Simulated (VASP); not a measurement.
TaN: single point with LDA+U

TaN:

```xyz
2
Lattice="2.9380 0.0000 0.0000 -1.4690 2.5444 0.0000 0.0000 0.0000 2.8830" Properties=species:S:1:pos:R:3 pbc="T T T"
Ta    0.0000    1.6963    1.4415
N     0.0000    0.0000    0.0000
```

```json
{
 "Program": "VASP 6.6.1",
 "Task": "single point",
 "Functional": "LDA",
 "Potentials or basis": "VASP PAW LDA potentials, release 64 (Ta_pv, N)",
 "Cutoff": "520 eV",
 "k mesh": "7 × 7 × 7",
 "Occupations": "gaussian, width 0.05 eV",
 "Spin": "collinear spin, typed start",
 "Starting moments": "[2.0, 0.0] μB",
 "Hubbard terms": "Ta d U = 2.0 eV, J = 0.9 eV"
}
```

```
Pressure                                              : -6.4 GPa
Band gap on the k mesh                                : none (metal or under the smearing width)
Net moment                                            : 0.00 μB per cell
Valence electrons inside the program's atomic spheres : Ta 9.00; N 3.70
```

Stress tensor (GPa, compression positive):
```
-5.71  0.00  0.00
 0.00 -5.71  0.00
 0.00  0.00 -7.81
```

Levels at points of the mesh, in eV from the Fermi level:
Spin up:
```
           k point  band 6  band 7  band 8  band 9  band 10  band 11
(0.00, 0.00, 0.00)   -4.64   -4.33   -3.04    2.17     3.50     3.50
```
Spin down:
```tsv
k point	band 6	band 7	band 8	band 9	band 10	band 11
(0.00, 0.00, 0.00)	-4.64	-4.33	-3.04	2.17	3.50	3.50
```

Eigenvalues of the final occupation matrices:
| site | spin | trace | eigenvalues |
| --- | --- | --- | --- |
| site 1 d | 1 | 1.24 | 0.19 0.19 0.27 0.27 0.31 |
| site 1 d | 2 | 1.24 | 0.19 0.19 0.27 0.27 0.31 |

Wall time 13 s on 1 thread of Intel(R) Xeon(R) Platinum 8488C (Sapphire Rapids), with other jobs on the host, peak memory 0.15 GiB.

Spin-orbit coupling is left out, which matters for the levels of Ta. The state reached can hang on the start; a lower one may exist.
